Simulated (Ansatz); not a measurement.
`FC(F)C(F)C(F)(F)F` + H₂ → `FCC(F)F` + `FC(F)F` at 400 K and 1 bar (hydrogenolysis of a C–C bond).

Isolated molecules relaxed with PBE0-D4/def2-TZVP in Ansatz; ΔE leaves out vibrations. CCSD(T)/CBS is the MP2 limit (def2-TZVPP, def2-QZVPP) plus CCSD(T) − MP2 in def2-TZVPP, frozen cores. This one scheme is used for every species. Each species was taken in one conformer, which may not be the lowest.

```
            species  CCSD(T)/CBS energy (Eh)  H − E (kJ/mol)  S (J/(mol·K))
`FC(F)C(F)C(F)(F)F`               -714.10043           192.2          421.6
                 H₂                 -1.17544            38.0          139.0
          `FCC(F)F`               -377.27138           164.7          326.0
           `FC(F)F`               -338.02896            84.0          275.7
```

H − E and S are ideal-gas, rigid-rotor, harmonic terms from PBE0-D4/def2-TZVP, for one conformer and one mirror image of each species. For small species the MP2-based limit differs from directly extrapolated CCSD(T) by up to some mEh (0.8 for H₂); such offsets cancel only in part. 1 Eh = 2625.50 kJ/mol, R = 8.31446 J/(mol·K).

Task: By hand: ΔE, ΔH, ΔS and ΔG.

Result: ΔE = (-377.27138) + (-338.02896) − (-714.10043) − (-1.17544) = -0.02447 Eh = -64.2 kJ/mol. Δ(H − E) = 164.7 + 84.0 − 192.2 − 38.0 = 18.5, so ΔH = -45.7 kJ/mol. ΔS = 326.0 + 275.7 − 421.6 − 139.0 = 41.1 J/(mol·K). ΔG = -45.7 − 400 × (41.1)/1000 = -62.1 kJ/mol.

Task: By hand: the equilibrium constant, and the temperature at which ΔG would vanish if ΔH and ΔS stayed fixed.

Result: log₁₀ K = −ΔG/(RT ln 10) = 8.1. ΔH and −TΔS have one sign here, so there is no such temperature.

TΔS isn't small against ΔH here. A doubt of 5 kJ/mol in ΔE shifts log₁₀ K by 0.7 here. Other conformers and mirror images would add mixing entropy, several J/(mol·K) or more a flexible species. Modes under 60 cm⁻¹, often nearly free rotors, make the harmonic entropy too high. These are equilibria of isolated gas molecules and say nothing of rates. Largest T1 diagnostic: 0.012 (customary marks: 0.02 for closed shells, 0.045 for open ones).
